A pressure that falls with volume V as V⁻ᵐ has a stiffness of its own. The bulk modulus is B = −V dP/dV, so such a pressure adds m times its own size to B. This scaling rule helps in judging a change of density functional. At the same volume two functionals give different pressures, and the difference acts as an extra push on the first functional's crystal. An outward push expands the crystal and softens it, but if the push weakens as the cell grows, part of the lost stiffness comes back.

DFT calculations for simple cubic lithium without spin polarisation, run with Ansatz 0.2.0 using plane waves (cutoff 420 eV), scalar-relativistic PAW datasets made for PBE, and Fermi-Dirac smearing of width 0.1 eV. Volume, bulk modulus and its pressure derivative come from third-order Birch-Murnaghan fits to energies extrapolated to zero smearing.

```tsv
functional	k mesh	volume per atom (Å³)	bulk modulus (GPa)	bulk modulus pressure derivative
LDA	13×13×13	18.98	13.6	3.33
PBE	19×19×19	20.38	12.3	3.32
revPBE	13×13×13	21.33	11.6	3.27
RPBE	13×13×13	21.26	11.8	3.27
BLYP	13×13×13	20.17	12.1	3.44
```

Here V is the volume per atom, B the bulk modulus, and B′ its pressure derivative, which tells how fast the crystal stiffens under pressure. The rows followed closely are LDA, revPBE and BLYP, with PBE as the yardstick. All four gradient-corrected functionals give a larger and softer crystal than LDA.

**Where the push comes from**

LDA treats each small region as part of a uniform electron gas. The other functionals also look at how steeply the density changes, and their exchange lowers the energy further where it changes steeply. When the lithium crystal expands, the valence density thins out between the atoms, while the core electrons stay where they are. Measured against the local density, the density then becomes more uneven. If this growing unevenness outweighs the fall of the density itself, gradient-corrected exchange favours the larger cell, which amounts to an outward push. The larger volumes in the table suggest that it does.

revPBE and RPBE keep the correlation part of PBE and let exchange respond more strongly to steep gradients. By this argument they should push harder than PBE, and both indeed give larger volumes. Because the three differ only in exchange, exchange must be what enlarges the cell from PBE to revPBE and RPBE, apart from any effect of the finer mesh used for PBE. That it does so through the growing unevenness of the density is argued from the form of the functionals.

**Estimating the revPBE crystal from LDA**

LDA's own equation of state, in the simple Murnaghan form, is the starting point. V₀, B₀ and B′ are the LDA values. At the revPBE volume the LDA crystal is stretched and pulls inward, so the push must be just as large as that pull.

1. The volume ratio V₀/V is 18.98/21.33 = 0.890. Raised to the power B′ = 3.33, it gives 0.678.
2. The stretched LDA crystal would have a bulk modulus of 13.6 × 0.678 = 9.2 GPa.
3. The push that holds it at this volume is (B₀/B′)(1 − 0.678), or 1.3 GPa.
4. With m = 1.86 the fading push adds about 2.4 GPa. The estimate is 11.7 GPa, against 11.6 GPa in the table.

The exponent 1.86 was fitted to the bulk moduli of PBE, revPBE and RPBE together, so revPBE is a worked member of the fit and not a prediction. The stresses of the revPBE and LDA runs give a similar exponent, 1.92. That is a check of consistency, because stresses and energies belong to the same calculations. The fitted value also depends somewhat on the form chosen for the LDA equation of state, so its second decimal carries no weight. The printed output after this text gives the comparison for each row.

The lesson is in the second step. A constant push would leave the revPBE crystal about a fifth too soft compared with the computed value. Changing the functional is therefore a gentler operation than stretching the crystal. Stretching LDA lithium by 1 % in volume costs about 3 % of its bulk modulus, whereas the steps between PBE and LDA, revPBE or RPBE change it by only about 1 to 1.5 % for each per cent of volume.

The output also tries an exponent of 4/3, which belongs to the exchange pressure when the whole density is stretched uniformly. It serves only as a comparison. Under such a stretch, stronger exchange would pull the crystal inward, while the push found here is outward. The change in the shape of the density is thus essential to the explanation.

**BLYP needs its own exponent**

BLYP breaks the simple link between a larger cell and a softer crystal. Its volume is 1 % smaller than that of PBE, yet its bulk modulus is slightly lower as well. The exponent fitted to the PBE family predicts 12.5 GPa for BLYP, which lies outside the fit, and the table has 12.1 GPa.

The stresses show what differs. Near the LDA volume BLYP pushes about half as hard as revPBE, so its cell grows less than the revPBE cell. Its push also fades more slowly, with an exponent of 1.44, and so returns less stiffness. With this exponent the estimate becomes 12.2 GPa, close to the table, though BLYP's own stresses have now been used.

BLYP differs from PBE in both exchange and correlation. Its correlation part does not reproduce the uniform electron gas, a known weakness for simple metals. Whether that is what slows the fading here is a guess. A run that combines the exchange of BLYP with the correlation of PBE would show whether the correlation part is responsible at all.

**How large the steps are for a given purpose**

For a rough cell size the choice hardly matters. Relative to PBE, the cube edge is 2.3 % shorter with LDA and 1.5 % longer with revPBE. If a purpose tolerates 3 % in length, any of the five functionals agrees with PBE well enough. If it needs 1 %, only BLYP still does.

Volume and stiffness are more demanding. LDA gives a volume 7 % below that of PBE and a bulk modulus 11 % above it. With revPBE the volume is 5 % larger and the bulk modulus 6 % lower. A density or an elastic property wanted to a few per cent therefore depends on the functional.

These are differences between functionals, not errors against nature. Lithium is not simple cubic under ordinary conditions, so measurements on the ordinary metal cannot score the rows directly. Running the same functionals on the ordinary body-centred cubic metal would allow such a test. The measured volume would first have to be corrected for thermal expansion and zero-point motion, which these runs leave out; lithium atoms are so light that the zero-point part should not be neglected. The runs in the table also hold the crystal in its cubic symmetry and do not test whether it is stable, which should be checked before shear constants or defects are computed. Experience with many solids says that LDA tends to bind too tightly, while revPBE and RPBE often make crystals too large. That makes PBE a sensible first choice for the cell. revPBE or RPBE is reasonable when the rest of a project, such as adsorption energies, already relies on it.

The steps carry an extra uncertainty. All five functionals use atomic datasets made for PBE, which match only the PBE row. The LDA runs carry a warning about this mismatch; revPBE, RPBE and BLYP share it without a warning. All three electrons of lithium are treated explicitly, so no core frozen in its PBE shape is carried along, and the effect may well be small. It is untested, however, so neither the 7 % for LDA nor the fitted push should be read as a pure difference between functionals.

**Settings that can imitate a functional**

A cell relaxed with one functional should not be passed unchanged to another. At the LDA volume a PBE crystal is under a pressure of about 1 GPa; at the revPBE volume it is under a tension of about half that. An elastic constant or a defect energy computed in such a cell describes a strained crystal.

Smearing has a smaller effect of the same kind. The stress follows the free energy, which includes the electronic entropy, while the volumes in the table come from energies extrapolated to zero smearing. Because the entropy grows with volume, the stress vanishes at a cell larger by 0.03 to 0.06 Å³ per atom. The slope of the entropy gives the same shift to within the rounding of the cube edges. revPBE and RPBE differ by only 0.07 Å³, so comparing a stress-relaxed cell from one with an energy-fitted cell from the other could almost hide or almost double their difference.

**What each choice costs**

The five functionals need the same kind of calculation, and evaluating density gradients adds little work. The k mesh matters more. PBE was run on a 19×19×19 mesh and the others on 13×13×13. After cubic symmetry is used, the finer mesh has about 2.6 times as many distinct k points, and the work grows roughly in that proportion.

The different mesh also enters every comparison with PBE, by an amount that has not been tested. The smearing entropy gives a warning: at nearly the same cube edge, its energy term is about an eighth larger in the PBE run than in the revPBE run. Two such similar functionals should hardly differ there, so at least one of the meshes is probably too coarse for this quantity. The difference in mesh does not enter comparisons among LDA, revPBE and BLYP, which share one mesh, so it is not the cause of the slower fading of the BLYP push. It could matter for the small differences between PBE and BLYP, both the 1 % in volume and the slightly lower bulk modulus. A PBE run on the coarser mesh would put the two on an equal footing and would be cheaper than the one already done.

The working rule is to choose one functional for the whole project, relax the cell with it, and determine every volume in the same way. Use PBE for the cell unless another part of the work dictates the functional, and repeat the relaxation with revPBE on the same, converged mesh. If the final answer changes by more than the purpose allows, the functional limits the result, and a finer mesh will not cure it.

The analysis program printed:

```
Steps from PBE:
     row  volume %   edge %  bulk modulus %  PBE pressure at this volume GPa
     LDA    -6.869   -2.344           10.57                           0.9874
     PBE         0        0               0                                0
  revPBE     4.661     1.53          -5.691                          -0.5201
    RPBE     4.318    1.419          -4.065                          -0.4851
    BLYP     -1.03  -0.3447          -1.626                           0.1296
fit of extra on 3 rows (has(functional, 'PBE')): coefficient of push 1.86 +/- 0.04; rms 0.0668, worst RPBE -0.0894, leave-one-out rms 0.111
  rows outside the fit (model, value, miss): LDA 0, 0, 0; BLYP 1.392, 0.9931, 0.399
Bulk modulus in GPa:
     row  computed  push needed  constant push  push with exponent 4/3  fitted exponent
     LDA      13.6            0           13.6                    13.6             13.6
     PBE      12.3       0.8617          10.73                   11.88            12.33
  revPBE      11.6        1.315           9.22                   10.97            11.67
    RPBE      11.8        1.285          9.321                   11.03            11.71
    BLYP      12.1       0.7487          11.11                   12.11             12.5
Volume shift by smearing in A^3:
     row  zero-stress volume less table volume  expected from entropy slope
     LDA                               0.03244                      0.03454
     PBE                               0.04844                      0.05042
  revPBE                               0.05575                      0.06103
    RPBE                               0.05537                      0.05982
    BLYP                               0.05194                      0.05125
revPBE pressure less LDA pressure near the LDA volume, GPa: 1.622
the same at 8 % larger volume, GPa: 1.399
fading exponent of the revPBE push from stresses: 1.924
BLYP pressure less LDA pressure near the LDA volume, GPa: 0.8144
fading exponent of the BLYP push from stresses: 1.44
BLYP bulk modulus with its own exponent, GPa: 12.19
symmetry-distinct k points, 19 mesh over 13 mesh, ratio: 2.619
```
